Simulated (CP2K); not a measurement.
Al under changes of volume

One of the cells (16.116 Å³/atom); the others are scaled copies at fixed shape and fractional positions:

```xyz
1
Lattice="2.7561 0.0000 0.0000 -0.9187 2.5984 0.0000 -0.9187 -1.2992 2.2503" Properties=species:S:1:pos:R:3 pbc="T T T"
Al    0.0000    0.0000    0.0000
```

This isn't the form of Al at room conditions, which is fcc.

* Program: CP2K 2026.2
* Functional: PBEsol
* Potentials or basis: POTENTIAL_UZH Al GTH-PBE-q3; TZVP-MOLOPT-PBE-GTH basis
* Density cutoff: 6123 eV
* k mesh: 12 × 12 × 12
* Occupations: fermi-dirac, width 0.1 eV
* Spin: no spin polarisation

```csv
volume (Å³/atom),energy over the lowest point (meV/atom),pressure (GPa)
15.149,46.35,9.6
15.471,29.40,7.3
15.793,16.70,5.3
16.116,?,?
16.438,2.32,1.9
16.760,0.00,0.4
17.083,0.48,-0.9
```

What does the run at 16.116 Å³/atom give?

Energy over the lowest point 7.77 meV/atom; pressure 3.5 GPa.

Worked out: A Birch-Murnaghan fit of order 3 (a polynomial in V^(-2/3)) to the other rows has its minimum at 16.86 Å³/atom with B0 = V·E''(V) = 71 GPa and B' = 4.3. It gives 7.77 meV/atom at 16.116 Å³/atom, against the run's 7.77, and -dE/dV = 3.5 GPa, against 3.5.

Energies are extrapolated to zero smearing.

Caveats: the potentials were made for another functional, which shifts forces and pressure; the basis of atomic orbitals isn't converged, which shifts pressures, moduli and gaps.
